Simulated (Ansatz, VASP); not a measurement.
**MnO in VASP and in Ansatz**

```
CELL_PARAMETERS angstrom
2.97129 -1.71698 0.00000
2.97129 1.71698 0.00000
-1.98463 0.00000 2.81031
ATOMIC_POSITIONS crystal
Mn 0.50020 0.50020 0.50067
O 0.74980 0.74980 0.24934
```

The cell comes from a database or a generator and needn't be the stable form of this composition.

Alike in both runs: task single point; functional PBE; k mesh 9 × 9 × 9; occupations fermi-dirac, width 0.05 eV; collinear spin, ferromagnetic start.

|  | VASP | Ansatz |
| --- | --- | --- |
| version | VASP 6.6.1 | Ansatz 0.2.0 |
| potentials or method | VASP PAW PBE potentials, release 64 (Mn_pv, O) | Ansatz PAW |
| plane-wave cutoff (eV) | 520 | 420 |
| valence electrons in the cell | 19 | 21 |

```tsv
	VASP	Ansatz	Ansatz less VASP
gap on the k mesh at the Fermi level (eV)	none	none	-
pressure (GPa)	-3.6	-3.9	-0.25
largest component of the traceless stress (GPa)	0.13	0.13	-0.001
net moment per atom (μB)	2.50	2.50	0.000
size of the moment on the site where the two differ most (μB)	4.44	4.02	-0.422
```

Site moments also hang on the region over which each program counts them. A gap of «none» marks a metal or a gap that the smearing closes. The two sets of potentials don't hold the same shells in valence.

Caveats: a cell with one magnetic atom can't hold antiferromagnetic order, which such compounds often take; semilocal functionals often make such compounds metallic where correlation or magnetic order opens a gap, which also shifts bond lengths; the pressure holds a Pulay correction of +0.5 GPa for the finite cutoff (Ansatz). With open d or f shells a metallic result of PBE can be an artefact of self-interaction; +U or a hybrid may open a gap.
